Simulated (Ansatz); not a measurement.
Write the native input for Ansatz 0.2.0 that does the following.

```yaml
Task: projected density of states
Functional: LDA
Potentials_or_basis: Ansatz PAW
Cutoff: "420 eV (not typed: the program's choice for these potentials)"
k_mesh: 10 × 10 × 8
Occupations: fermi-dirac, width 0.05 eV
Spin: no spin polarisation
Hubbard_terms: Ti d U = 6 eV
Hubbard_projectors: ortho-atomic (the default)
Double_counting: fll (the default)
```

TiB2:

```
Ti B
1.0
     3.02920    0.00000    0.00000
    -1.51460    2.62336    0.00000
     0.00000    0.00000    3.22840
Ti B
1 2
Direct
  0.00000 0.00000 0.00000
  0.66667 0.33333 0.50000
  0.33333 0.66667 0.50000
```

These files were run (other wordings do the same):

input.yaml

```yaml
crystal:
  lattice:
    - [3.0292, 0.0, 0.0]
    - [-1.5146, 2.6233641531, 0.0]
    - [0.0, 0.0, 3.2284]
  atoms:
    - { symbol: Ti, position: [0.0, 0.0, 0.0] }
    - { symbol: B, position: [0.6666666667, 0.3333333333, 0.5] }
    - { symbol: B, position: [0.3333333333, 0.6666666667, 0.5] }
hamiltonian:
  xc: lda
  pseudopotentials: { kind: paw }
  hubbard: { sites: [{ species: Ti, l: d, u_eff: 6.0 }] }
kpoints:
  mp_grid: { grid: [10, 10, 8] }
scf:
  occupations: { method: fermi_dirac, width: 0.05 }
  n_extra_bands: 7
output:
  forces: true
  stress: true
  eigenvalues: true
  dos: { projected: true, de: 0.05, nscf_kmesh: { grid: [15, 15, 12] } }
  write_density: true
  write_potential: true
  elf: true
  volumetric_format: npy
```

Potentials or basis: Ansatz PAW.

Run with:

```bash
$ ansatz run input.yaml --threads 2 --pin off --max-ram 5632MiB --backend cpu --events-out ev --progress --plain --runs-dir out
```

It gave:

```
Pressure                             : -5.7 GPa
Band gap on the k mesh               : none (metal or under the smearing width)
Density of states at the Fermi level : 0.27 states/eV per cell
```

Caveat: U without spin polarisation on a metal has little footing; the PAW data sets come from PBE, with cores solved anew for the run's functional, which leaves a small shift of forces and pressure; the U is typed as a test and isn't derived for this compound; the density of states is complete only up to the lowest level of the last band computed.

Run time: 4 s on 2 threads of Arm Neoverse V1 (shared host), peak memory 0.36 GiB.
